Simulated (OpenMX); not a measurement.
BaTe:

```xyz
2
Lattice="0.0000 3.4100 3.4100 3.4100 0.0000 3.4100 3.4100 3.4100 0.0000" Properties=species:S:1:pos:R:3 pbc="T T T"
Ba    0.0000    0.0000    0.0000
Te    3.4100    3.4100    3.4100
```

| Item | Value |
| --- | --- |
| Program | OpenMX 3.8.5 |
| Task | single point |
| Functional | PBE |
| Potentials or basis | OpenMX 2013 PBE set, Ba10.0-s3p2d2, Te7.0-s3p2d2f1, grid cutoff 500 Ry |
| k mesh | 7 × 7 × 7 |
| Occupations | fermi-dirac, width 0.05 eV |
| Spin | no spin polarisation |

On this cell: pressure 4.8 GPa; largest force zero by symmetry; band gap on the k mesh 1.34 eV, indirect (least direct gap 1.74 eV).

The same run follows on a disturbed copy (atoms moved at random, drawn with an rms of 0.05 Å):

```
Ba Te
1.0
     0.00000    3.41000    3.41000
     3.41000    0.00000    3.41000
     3.41000    3.41000    0.00000
Ba Te
1 1
Direct
  0.99596 0.00704 0.99271
  0.50453 0.50002 0.50713
```

Task: What does the disturbed cell give?

Result: The energy moves by +5.9 meV/atom; pressure 4.8 GPa; largest force 0.285 eV/Å; band gap on the k mesh 1.36 eV, indirect (least direct gap 1.75 eV).

Forces in eV/Å, atoms in the order of the input:
```
Ba   0.085  0.271  0.017
Te  -0.092 -0.269 -0.006
```

Caveats: spin-orbit coupling is left out, which moves the levels of the heavy elements; an odd mesh through Γ misses points on the zone boundary, where band edges often lie; the basis of atomic orbitals isn't converged, which shifts pressures, moduli and gaps.
